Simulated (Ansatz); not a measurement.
**Relaxation of ZnS**

Method: DFT r2SCAN, scalar-relativistic, plane waves, PAW in Ansatz. (500 eV cutoff, 6×6×4 k-mesh, Gaussian smearing of 0.02 eV, no spin polarisation)

What was changed: biaxial strain in the a-b plane, c and atoms relaxed: -2.0 %.

Command:

```bash
ansatz run input.yaml --threads 1 --pin off --max-ram 2560MiB --backend cpu --events-out ev --progress --plain --runs-dir out
```

Input:

```yaml
crystal:
  lattice:
    - [3.7303882278, 0.0, 0.0]
    - [-1.8651941139, 3.2306109712, 0.0]
    - [0.0, 0.0, 6.3197404664]
  atoms:
    - { symbol: Zn, position: [0.3333333333, 0.6666666667, 0.001875745] }
    - { symbol: Zn, position: [0.6666666667, 0.3333333333, 0.501875745] }
    - { symbol: S, position: [0.3333333333, 0.6666666667, 0.373124255] }
    - { symbol: S, position: [0.6666666667, 0.3333333333, 0.873124255] }
basis:
  ecutwfc: 500
kpoints:
  mp_grid: { grid: [6, 6, 4] }
hamiltonian:
  xc: r2scan
scf:
  occupations: { method: gaussian, width: 0.02 }
output:
  forces: true
  stress: true
  eigenvalues: true
  write_density: true
  write_potential: true
  elf: true
  volumetric_format: npy
relax:
  adjacent_minimum: "off"
  f_tol: 0.008
  max_steps: 40
  cell: { stress_tol: 0.015, fix: [a, b, gamma] }
```

F is the free energy. Steps run on the plane waves of an earlier cell, but the last one, and at times one on the way, on a freshly chosen basis, so a repeated geometry can differ a little in energy. The held parts of the cell keep their stress, so P needn't end at zero.

Steps:

```
step F − F(1) (eV) largest force component (eV/Å) V (Å³/atom) P (GPa)
   1         0.0000                           0.121       19.040     2.36
   2        -0.0013                           0.084       19.044     2.31
   3        -0.0024                           0.004       19.031     2.31
   4        -0.0024                           0.000       19.048     2.23
   5        -0.0024                           0.000       19.041     2.26
   6        -0.0024                           0.000       19.041     2.26
```

Relaxed structure:

```yaml
crystal:
  lattice:
    - [3.73039, 0.00000, 0.00000]
    - [-1.86519, 3.23061, 0.00000]
    - [0.00000, 0.00000, 6.31998]
  atoms:
    - { symbol: Zn, position: [0.33333, 0.66667, 0.00346] }
    - { symbol: Zn, position: [0.66667, 0.33333, 0.50346] }
    - { symbol: S, position: [0.33333, 0.66667, 0.37154] }
    - { symbol: S, position: [0.66667, 0.33333, 0.87154] }
```

The structure is hexagonal, space group P6_3mc (No. 186). The conventional cell has a = 3.730 Å, b = 3.730 Å, c = 6.320 Å, α = 90.00°, β = 90.00°, γ = 120.00°. Around Zn (site symmetry 3m) lie 4 S at 2.31 to 2.33 Å. S (site symmetry 3m) is surrounded by 4 Zn at 2.31 to 2.33 Å.

The run converged. It took 43 s on 1 thread of Arm Neoverse V2, on a shared host, peak memory 0.5 GiB.